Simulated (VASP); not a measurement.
# Al (Fm-3m) in VASP: a series of runs

The runs below take Al through single point, with PBE.

All numbers are computed with VASP 6.6.1; they aren't measurements. Logs are shortened: lines on timing, memory, paths and dates and some standing lists are left out, and cuts for length are marked.

**1. The undisturbed crystal**

The structure is cubic, space group Fm-3m (No. 225). Conventional cell: a = 4.050 Å, b = 4.050 Å, c = 4.050 Å, α = 90.00°, β = 90.00°, γ = 90.00°. Around Al (site symmetry m-3m) lie 12 Al at 2.86 Å.

**2. Single point, PBE (grid = ENCUT=340 dk=0.35 cell=2x2x2 ISMEAR=1 SIGMA=0.1 LREAL=Auto EDIFF=1e-06)**

INCAR reads:

```
SYSTEM = Al
PREC = Accurate
ENCUT = 340
EDIFF = 1E-6
ISMEAR = 1
SIGMA = 0.1
LREAL = Auto
LASPH = .True.
NELM = 120
ALGO = Fast
ISIF = 2
LWAVE = .False.
LCHARG = .False.
GGA = PE
NBANDS = 20
```

KPOINTS reads:

```
regular mesh
0
Gamma
  4 4 4
  0 0 0
```

POSCAR reads:

```
Al
1.0
    0.0000000000      4.0496100000      4.0496100000
    4.0496100000      0.0000000000      4.0496100000
    4.0496100000      4.0496100000      0.0000000000
Al
8
Direct
    0.0000000000      0.0000000000      0.0000000000
    0.0000000000      0.0000000000      0.5000000000
    0.0000000000      0.5000000000      0.0000000000
    0.0000000000      0.5000000000      0.5000000000
    0.5000000000      0.0000000000      0.0000000000
    0.5000000000      0.0000000000      0.5000000000
    0.5000000000      0.5000000000      0.0000000000
    0.5000000000      0.5000000000      0.5000000000
```

Potentials or basis: VASP PAW PBE potentials, release 64 (Al).

The run is started by

```
$ cat potpaw_PBE.64/Al/POTCAR > POTCAR
$ mpirun -np 1 vasp_std > vasp.out
```

OUTCAR:

```text
SYSTEM = Al
   PREC = Accurate
   ENCUT = 340
   EDIFF = 1E-6
   ISMEAR = 1
   LREAL = Auto
   LASPH = .True.
   NELM = 120
   ISIF = 2
   GGA = PE

 Found      8 irreducible k-points:

 Following reciprocal coordinates:
            Coordinates               Weight
  0.000000  0.000000  0.000000      1.000000
  0.250000  0.000000  0.000000      8.000000
  0.500000  0.000000  0.000000      4.000000
  0.250000  0.250000  0.000000      6.000000
  0.500000  0.250000  0.000000     24.000000
 -0.250000  0.250000  0.000000     12.000000
   k-points           NKPTS =      8   k-points in BZ     NKDIM =      8   number of bands    NBANDS=     20
   number of dos      NEDOS =    301   number of ions     NIONS =      8
   total plane-waves  NPLWV =  46656
   dimension x,y,z NGX =    36 NGY =   36 NGZ =   36
   dimension x,y,z NGXF=    72 NGYF=   72 NGZF=   72
   ions per type =               8
   NGX,Y,Z   is equivalent  to a cutoff of  10.45, 10.45, 10.45 a.u.
   NGXF,Y,Z  is equivalent  to a cutoff of  20.90, 20.90, 20.90 a.u.
 SYSTEM =  Al
   PREC   = accura    normal or accurate (medium, high low for compatibility)
   ISTART =      0    job   : 0-new  1-cont  2-samecut
   ICHARG =      2    charge: 1-file 2-atom 10-const
   ISPIN  =      1    spin polarized calculation?
   LNONCOLLINEAR =      F non collinear calculations
   LSORBIT =      F    spin-orbit coupling
   LASPH  =      T    aspherical Exc in radial PAW
   ENCUT  =  340.0 eV  24.99 Ry    5.00 a.u.   8.61  8.61  8.61*2*pi/ulx,y,z
   NELM   =    120;   NELMIN=  2; NELMDL= -5     # of ELM steps
   EDIFF  = 0.1E-05   stopping-criterion for ELM
   LREAL  =      T    real-space projection
   EDIFFG = 0.1E-04   stopping-criterion for IOM
   NSW    =      0    number of steps for IOM
[... 5 lines left out ...]
   TEBEG  =    0.0;   TEEND  =   0.0 temperature during run
   PSTRESS=    0.0 pullay stress
   NELECT =      24.0000    total number of electrons
   NUPDOWN=      -1.0000    fix difference up-down
   EMIN   =  10.00;   EMAX   =-10.00  energy-range for DOS
   EFERMI =   0.00;   METHOD = LEGACY
   ISMEAR =     1;   SIGMA  =   0.10  broadening in eV -4-tet -1-fermi 0-gaus
   EFERMI_NEDOS =   21; number of points for ismear=-14 and -15
   IALGO  =     68    algorithm
   IMIX   =      4    mixing-type and parameters
     AMIX     =   0.40;   BMIX     =  1.00
     AMIX_MAG =   1.60;   BMIX_MAG =  1.00
  volume/ion in A,a.u.               =      16.60       112.04
  Fermi-wavevector in a.u.,A,eV,Ry     =   0.925526  1.748991 11.654733  0.856599
  Thomas-Fermi vector in A             =   2.051390
   LORBIT       =      0    0 simple, 1 ext, 2 COOP (PROOUT), +10 PAW based schemes
   GGA     = PE    functional components
   LHFCALC =     F    Hartree Fock is set to
   AEXX    =    0.0000 exact exchange contribution
   IVDW    =     0    specifies the selected vdW correction
   LEPSILON=     F    determine dielectric tensor
   LRPA    =     F    only Hartree local field effects (RPA)
 non-spin polarized calculation
 RMM-DIIS sequential band-by-band and
 Methfessel and Paxton  Order N= 1 SIGMA  =   0.10
  energy-cutoff  :      340.00
  volume of cell :      132.82
 maximum number of plane-waves:      1924
 NGX is ok and might be reduce to    36
   NGX = 17   NGY = 17   NGZ = 17

 number of electron      24.0000000 magnetization

 Free energy of the ion-electron system (eV)
  ---------------------------------------------------
  ext. energy  EPLUGINS =         0.00000000
  ---------------------------------------------------
  free energy    TOTEN  =       -29.90572087 eV

  energy without entropy =      -29.89702023  energy(sigma->0) =      -29.90282066

 E-fermi :   8.0271     XC(G=0): -10.1728

 val. band max:        7.6193735818   @ k =  -0.2500   0.5000   0.2500
 cond. band min:       8.0739339561   @ k =   0.5000   0.2500   0.0000
 fundamental gap:      0.4545603742
 Fermi energy:         8.0270921933

 k-point     1 :       0.0000    0.0000    0.0000
  band No.  band energies     occupation
      1      -3.1544      2.00000
      2       3.3689      2.00000
      3       3.3689      2.00000
      4       3.3689      2.00000
      5       3.3689      2.00000
      6       3.5670      2.00000
      7       3.5670      2.00000
      8       3.5670      2.00000
      9       3.5670      2.00000
     10       5.0296      2.00000
     11       5.0296      2.00000
     12       5.0296      2.00000
     13       6.3389      2.00000
     14       6.3389      2.00000
     15       6.3389      2.00000
     16      13.2029      0.00000
     17      13.2029      0.00000
     18      13.2029      0.00000
     19      13.5037      0.00000
     20      13.5037      0.00000

 k-point     2 :       0.2500    0.0000    0.0000
  band No.  band energies     occupation
      1      -2.7318      2.00000
      2       0.6050      2.00000
      3       2.7843      2.00000
      4       2.7843      2.00000
      5       2.7843      2.00000
      6       3.8253      2.00000
      7       3.8253      2.00000
      8       3.8253      2.00000
      9       4.9492      2.00000
     10       4.9492      2.00000
     11       4.9492      2.00000
     12       7.0744      2.00000
     13       8.3094     -0.00049
     14       8.3094     -0.00049
     15       8.3094     -0.00049
     16      10.1422      0.00000
     17      10.1422      0.00000
     18      10.1422      0.00000
     19      13.8656      0.00000
     20      13.8656      0.00000

 k-point     3 :       0.5000    0.0000    0.0000
  band No.  band energies     occupation
      1      -1.4714      2.00000
      2      -1.4714      2.00000
      3       2.9139      2.00000
      4       2.9139      2.00000
      5       2.9139      2.00000
      6       2.9139      2.00000
      7       2.9139      2.00000
      8       2.9139      2.00000
      9       7.1860      2.00000
     10       7.1860      2.00000
     11       7.1860      2.00000
     12       7.1860      2.00000
     13       7.1860      2.00000
     14       7.1860      2.00000
     15      11.3674      0.00000
     16      11.3678      0.00000
     17      11.5806      0.00000
     18      11.5806      0.00000
     19      11.5806      0.00000
     20      11.5806      0.00000

 k-point     4 :       0.2500    0.2500    0.0000
  band No.  band energies     occupation
      1      -2.5911      2.00000
      2       1.8293      2.00000
      3       1.8361      2.00000
      4       1.8361      2.00000
      5       1.8361      2.00000
      6       1.8361      2.00000
      7       5.5465      2.00000
      8       5.5465      2.00000
      9       6.1406      2.00000
     10       6.1406      2.00000
     11       6.1406      2.00000
     12       6.1406      2.00000
     13       6.8795      2.00000
     14       6.8795      2.00000
     15       9.6987     -0.00000
     16       9.6987     -0.00000
     17      10.5156      0.00000
     18      11.1939      0.00000
     19      11.1939      0.00000
     20      13.7576      0.00000

 k-point     5 :       0.5000    0.2500    0.0000
  band No.  band energies     occupation
      1      -1.6109      2.00000
      2      -0.4988      2.00000
      3       0.6035      2.00000
      4       1.6985      2.00000
      5       1.6985      2.00000
      6       3.8596      2.00000
      7       4.8889      2.00000
      8       4.8889      2.00000
      9       5.9689      2.00000
     10       7.0138      2.00000
     11       7.0138      2.00000
     12       8.0739      0.29548
     13       8.0739      0.29548
     14       9.3892     -0.00000
     15       9.3892     -0.00000
     16      10.1677      0.00000
     17      10.4596      0.00000
     18      11.1529      0.00000
     19      11.5418      0.00000
     20      11.5418      0.00000

 k-point     6 :      -0.2500    0.2500    0.0000
  band No.  band energies     occupation
      1      -2.0302      2.00000
      2       0.1918      2.00000
      3       0.1918      2.00000
      4       2.3727      2.00000
      5       2.3727      2.00000
      6       4.4115      2.00000
      7       4.4115      2.00000
      8       4.6563      2.00000
      9       4.6563      2.00000
     10       6.0641      2.00000
     11       6.5888      2.00000
     12       7.5306      2.00000
     13       8.7694     -0.00000
     14       8.7694     -0.00000
     15      10.2195      0.00000
     16      10.2195      0.00000
     17      10.9295      0.00000
     18      10.9295      0.00000
     19      11.8055      0.00000
     20      11.8055      0.00000

 [... further k-points ...]

------------------------ aborting loop because EDIFF is reached ----------------------------------------

  FORCE on cell =-STRESS in cart. coord.  units (eV):
  Direction    XX          YY          ZZ          XY          YZ          ZX
  --------------------------------------------------------------------------------------
  -------------------------------------------------------------------------------------
  Total       -0.3682873     -0.3682873     -0.3682873      0.0000000      0.0000000     -0.0000000
  in kB       -4.4425026     -4.4425026     -4.4425026      0.0000000      0.0000000     -0.0000000
  external PRESSURE =      -4.4425026 kB  Pullay stress =       0.0000000 kB

 VOLUME and BASIS-vectors are now :
 -----------------------------------------------------------------------------
  energy-cutoff  :      340.00
  volume of cell :      132.82
      direct lattice vectors                 reciprocal lattice vectors
     0.000000000  4.049610000  4.049610000    -0.123468680  0.123468680  0.123468680
     4.049610000  0.000000000  4.049610000     0.123468680 -0.123468680  0.123468680
     4.049610000  4.049610000  0.000000000     0.123468680  0.123468680 -0.123468680

 POSITION                                       TOTAL-FORCE (eV/Angst)
 -----------------------------------------------------------------------------------
      0.00000      0.00000      0.00000        -0.000000      0.000000     -0.000000
      2.02481      2.02481      0.00000        -0.000000     -0.000000      0.000000
      2.02481      0.00000      2.02481         0.000000     -0.000000     -0.000000
      4.04961      2.02481      2.02481        -0.000000      0.000000     -0.000000
      0.00000      2.02481      2.02481         0.000000      0.000000     -0.000000
      2.02481      4.04961      2.02481        -0.000000     -0.000000      0.000000
      2.02481      2.02481      4.04961         0.000000     -0.000000      0.000000
      4.04961      4.04961      4.04961         0.000000     -0.000000     -0.000000
 -----------------------------------------------------------------------------------
    total drift:                               -0.000000     -0.000000     -0.000000

  FREE ENERGIE OF THE ION-ELECTRON SYSTEM (eV)
  ---------------------------------------------------
  free  energy   TOTEN  =       -29.9057208698 eV

  energy  without entropy=      -29.8970202336  energy(sigma->0) =      -29.90282066
```

Wall time 22 s (1 thread of AMD EPYC 7R43 (Zen 3), shared host); peak memory 0.14 GiB.

These settings aren't checked as converged: the numbers below hold their error.

Results:

| Property | Result |
| --- | --- |
| Free energy | -29.9057 eV |
| Pressure | -0.4 GPa |
| Band gap on the k mesh | none (metal or under the smearing width) |

**3. Single point, PBE (grid = ENCUT=400 dk=0.35 cell=2x2x2 ISMEAR=1 SIGMA=0.1 LREAL=Auto EDIFF=1e-06)**

INCAR: that of step 2 with these lines changed.

```diff
@@ -2,3 +2,3 @@
 PREC = Accurate
-ENCUT = 340
+ENCUT = 400
 EDIFF = 1E-6
```

KPOINTS is that of step 2.

POSCAR is that of step 2.

Potentials or basis: VASP PAW PBE potentials, release 64 (Al).

The run is started by

```
$ cat potpaw_PBE.64/Al/POTCAR > POTCAR
$ mpirun -np 1 vasp_std > vasp.out
```

Run time: 30 s. Hardware: 1 thread of AMD EPYC 7R43 (Zen 3), shared host; peak memory 0.18 GiB.

The run converged, but some of its settings lie outside the range that counts as converged, so its numbers aren't taken as properties of the crystal.

What came out:

- Free energy: -29.9159 eV
- Pressure: -0.4 GPa
- Band gap on the k mesh: none (metal or under the smearing width)

**4. Single point, PBE (grid = ENCUT=460 dk=0.35 cell=2x2x2 ISMEAR=1 SIGMA=0.1 LREAL=Auto EDIFF=1e-06)**

INCAR: that of step 3 with these lines changed.

```diff
@@ -2,3 +2,3 @@
 PREC = Accurate
-ENCUT = 400
+ENCUT = 460
 EDIFF = 1E-6
```

KPOINTS is that of step 3.

POSCAR is that of step 3.

The run is started by

```
$ cat potpaw_PBE.64/Al/POTCAR > POTCAR
$ mpirun -np 1 vasp_std > vasp.out
```

It took 31 s on 1 thread of AMD EPYC 7R43 (Zen 3), shared host; peak memory 0.19 GiB.

The run converged, but some of its settings lie outside the range that counts as converged, so its numbers aren't taken as properties of the crystal.

Results:

| Quantity | Value |
| --- | --- |
| Free energy | -29.9197 eV |
| Pressure | -0.5 GPa |
| Band gap on the k mesh | none (metal or under the smearing width) |
